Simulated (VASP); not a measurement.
## O: band structure with optB88-vdW

The system is O.

```
O
1.0
     2.86464   -1.63657   -0.01628
     2.87970    1.66240    0.00495
    -2.41918    0.01243    3.65407
O
2
Direct
  0.97455 0.97455 0.84443
  0.02545 0.02545 0.15557
```

The cell isn't the ideal one: cell strained at random at fixed volume.

```yaml
Program: VASP 6.6.1
Task: band structure
Functional: optB88-vdW
Potentials_or_basis: VASP PAW PBE potentials, release 64 (O_s)
Cutoff: 450 eV
k_mesh: 10 × 10 × 7
Occupations: tetrahedron, uncorrected, width 0.005 eV
Spin: no spin polarisation
Further_INCAR_settings: ALGO = Normal; EDIFF = 1e-06
```

```yaml
Pressure: 9.1 GPa
Largest_force: 6.605 eV/Å
Band_gap_along_the_path: none (metal or under the smearing width)
```

Forces on the atoms (eV/Å):
```
O    2.353 -0.024 -6.172
O   -2.353  0.024  6.172
```

Stress tensor (GPa, compression positive):
```
  4.02  -0.14 -12.39
 -0.14  -5.12   0.17
-12.39   0.17  28.32
```

Levels at the corners of the path, in eV from the Fermi level:
| point | band 4 | band 5 | band 6 | band 7 | band 8 | band 9 |
| --- | --- | --- | --- | --- | --- | --- |
| X | -6.77 | -6.29 | -0.30 | 0.06 | 7.79 | 10.88 |
| Γ | -6.09 | -6.05 | -0.13 | 0.17 | 6.93 | 9.69 |
| Γ | -6.09 | -6.05 | -0.13 | 0.17 | 6.93 | 9.69 |
| Y | -6.18 | -6.16 | 0.11 | 0.30 | 6.74 | 8.45 |
| L | -6.68 | -6.41 | -0.01 | 0.35 | 9.13 | 10.89 |
| Γ | -6.09 | -6.05 | -0.13 | 0.17 | 6.93 | 9.69 |
| Γ | -6.09 | -6.05 | -0.13 | 0.17 | 6.93 | 9.69 |
| Z | -6.91 | -6.21 | -0.32 | 0.11 | 9.37 | 10.59 |
| N | -6.54 | -6.38 | -0.57 | 0.12 | 8.00 | 10.85 |
| Γ | -6.09 | -6.05 | -0.13 | 0.17 | 6.93 | 9.69 |
| Γ | -6.09 | -6.05 | -0.13 | 0.17 | 6.93 | 9.69 |
| M | -6.52 | -6.35 | -0.58 | 0.12 | 8.01 | 10.93 |
| R | -6.88 | -6.24 | -0.31 | 0.13 | 9.40 | 10.71 |
| Γ | -6.09 | -6.05 | -0.13 | 0.17 | 6.93 | 9.69 |

It took 53 s on 1 thread of Intel(R) Xeon(R) Platinum 8488C (Sapphire Rapids) (shared host), peak memory 0.34 GiB.

Caveat: the standard files for N, O and F lose accuracy on very short bonds; spin is off for a triplet molecule; the PAW data sets were made with another functional, which shifts forces and pressure a little.
